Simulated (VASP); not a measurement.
# ZnS (F-43m) in VASP: a series of runs, part 2 of 2

VASP 6.6.1.

### Step 5. Relaxation of cell and atoms, PBE+MBD

File INCAR:

```
PREC = Accurate
ENCUT = 600
EDIFF = 1E-6
ISMEAR = -1
SIGMA = 0.05
LREAL = F
LASPH = T
NELM = 60
ALGO = Normal
ISIF = 3
LWAVE = F
LCHARG = F
GGA = PE
IVDW = 202
IBRION = 2
NSW = 60
EDIFFG = -0.005
```

File KPOINTS:

```
Automatic mesh
0
Gamma
  9 9 9
```

File POSCAR:

```
ZnS
1.0
    0.0000000000      2.7020000000      2.7020000000
    2.7020000000      0.0000000000      2.7020000000
    2.7020000000      2.7020000000      0.0000000000
Zn S
1 1
Direct
    0.7500000000      0.7500000000      0.7500000000
    0.0000000000      0.0000000000      0.0000000000
```

Potentials or basis: VASP PAW PBE potentials, release 64 (Zn, S).

On the command line:

```sh
> cat potpaw_PBE.64/Zn/POTCAR potpaw_PBE.64/S/POTCAR > POTCAR
> mpirun -np 1 vasp_std > vasp.out
```

OUTCAR:

```text
PREC = Accurate
   ENCUT = 600
   EDIFF = 1E-6
   ISMEAR = -1
   LREAL = F
   LASPH = T
   NELM = 60
   ISIF = 3
   GGA = PE
   IVDW = 202
   IBRION = 2
   NSW = 60
   EDIFFG = -0.005
  IVDW = 202

 ion  position               nearest neighbor table
   1  0.750  0.750  0.750-   2 2.34   2 2.34   2 2.34   2 2.34
   2  0.000  0.000  0.000-   1 2.34   1 2.34   1 2.34   1 2.34

  LATTYP: Found a face centered cubic cell.
 ALAT       =     5.4040000000

  Lattice vectors:

 A1 = (   0.0000000000,   2.7020000000,   2.7020000000)
 A2 = (   2.7020000000,   0.0000000000,   2.7020000000)
 A3 = (   2.7020000000,   2.7020000000,   0.0000000000)

Analysis of symmetry for initial positions (statically):
=====================================================================
 Subroutine PRICEL returns:
 Original cell was already a primitive cell.

 Routine SETGRP: Setting up the symmetry group for a
 face centered cubic supercell.

 Subroutine GETGRP returns: Found 24 space group operations
 (whereof 24 operations were pure point group operations)
 out of a pool of 48 trial point group operations.

The static configuration has the point symmetry T_d .

[... 589 lines left out ...]
      1      -9.8361      2.00000
      2      -4.2587      2.00000
      3      -3.8989      2.00000
      4      -3.8989      2.00000
      5      -3.6560      2.00000
      6      -3.5723      2.00000
      7      -2.2847      2.00000
      8      -0.0520      2.00000
      9      -0.0520      2.00000
     10       5.5799      0.00000
     11       6.2444      0.00000
     12      12.8414      0.00000
     13      13.6632      0.00000

 [... further k-points ...]

------------------------ aborting loop because EDIFF is reached ----------------------------------------

  Hirshfeld charges:
            ion         q(e)
   ------------------------------
      1     Zn       0.22462615
      2     S       -0.22462615

  Tkatchenko/Scheffler method for vdW energy calculation

  Edisp (eV):   -0.44617

  FORCE on cell =-STRESS in cart. coord.  units (eV):
  Direction    XX          YY          ZZ          XY          YZ          ZX
  --------------------------------------------------------------------------------------
  -------------------------------------------------------------------------------------
  Total       0.00069     0.00069     0.00069     0.00000    -0.00000     0.00000
  in kB       0.02794     0.02794     0.02794     0.00000    -0.00000     0.00000
  external pressure =        0.03 kB  Pullay stress =        0.00 kB

 VOLUME and BASIS-vectors are now :
 -----------------------------------------------------------------------------
  energy-cutoff  :      600.00
  volume of cell :       39.42
      direct lattice vectors                 reciprocal lattice vectors
    -0.000000000  2.701310997  2.701310997    -0.185095311  0.185095311  0.185095311
     2.701310997  0.000000000  2.701310997     0.185095311 -0.185095311  0.185095311
     2.701310997  2.701310997 -0.000000000     0.185095311  0.185095311 -0.185095311

 POSITION                                       TOTAL-FORCE (eV/Angst)
 -----------------------------------------------------------------------------------
      4.05197      4.05197      4.05197        -0.000000     -0.000000     -0.000000
      0.00000      0.00000      0.00000         0.000000      0.000000      0.000000
 -----------------------------------------------------------------------------------
    total drift:                                0.000001      0.000001      0.000001

  FREE ENERGIE OF THE ION-ELECTRON SYSTEM (eV)
  ---------------------------------------------------
  free  energy   TOTEN  =        -7.2931045215 eV

  energy  without entropy=       -7.2931045214  energy(sigma->0) =       -7.29310452

 reached required accuracy - stopping structural energy minimisation
```

Run time: 42 s. Hardware: 1 thread of Intel Xeon Platinum 8488C (Sapphire Rapids), shared host; peak memory 0.19 GiB.

What came out:

- Free energy: -7.2931 eV
- Relaxed volume: 19.71 Å³/atom
- Relaxed cell: a = 3.820 Å, b = 3.820 Å, c = 3.820 Å, α = 60.00°, β = 60.00°, γ = 60.00°
- Space group after relaxing (to 0.05 Å): F-43m (No. 216)
- Energy gained by relaxing: 0.0 meV/atom
- Ionic steps: 2
- Pressure after relaxing: 0.0 GPa
- Band gap on the k mesh: 2.12 eV, direct
- Hirshfeld charges: Zn +0.22; S -0.22 e
- Dispersion energy per atom: -0.223 eV

Final structure:
```
Zn S
1.0
     0.00000    2.70131    2.70131
     2.70131    0.00000    2.70131
     2.70131    2.70131    0.00000
Zn S
1 1
Direct
  0.75000 0.75000 0.75000
  0.00000 0.00000 0.00000
```

Levels at points of the mesh, in eV from the valence-band top:
| k point | band 7 | band 8 | band 9 | band 10 | band 11 | band 12 |
| --- | --- | --- | --- | --- | --- | --- |
| (0.00, 0.00, 0.00) | 0.00 | 0.00 | 0.00 | 2.12 | 6.40 | 6.40 |

### Step 6. For comparison

An earlier run on the cell as given: functional PBEsol; potentials or basis VASP PAW PBE potentials, release 64 (Zn, S); cutoff 520 eV; k mesh 9 × 9 × 9; occupations fermi-dirac, width 0.05 eV; no spin polarisation.

- Pressure: -1.8 GPa
- Band gap on the k mesh: 1.98 eV, direct

### Step 7. The runs side by side

```csv
task,level,cell,cutoff (eV),ladder,gap on the mesh (eV),pressure (GPa),relaxed volume (Å³/atom)
relaxation of cell and atoms,PBE+D4,relaxed,600,-,2.17,0.0,19.48
relaxation of cell and atoms,PBE+rVV10,relaxed,600,-,2.01,0.0,19.90
relaxation of cell and atoms,PBE+TS,relaxed,600,-,2.07,0.0,19.93
relaxation of cell and atoms,PBE+MBD,relaxed,600,-,2.12,0.0,19.71
single point,PBEsol,as given,520,free,1.98,-1.8,-
```

Alike in all rows: potentials or basis VASP PAW PBE potentials, release 64 (Zn, S); no spin polarisation; k mesh 9 × 9 × 9; smearing fermi-dirac 0.05 eV.

Caveats: the PAW data sets were made with another functional, which shifts forces and pressure a little (some runs).

Absolute energies hang on the potentials; compare differences alone.
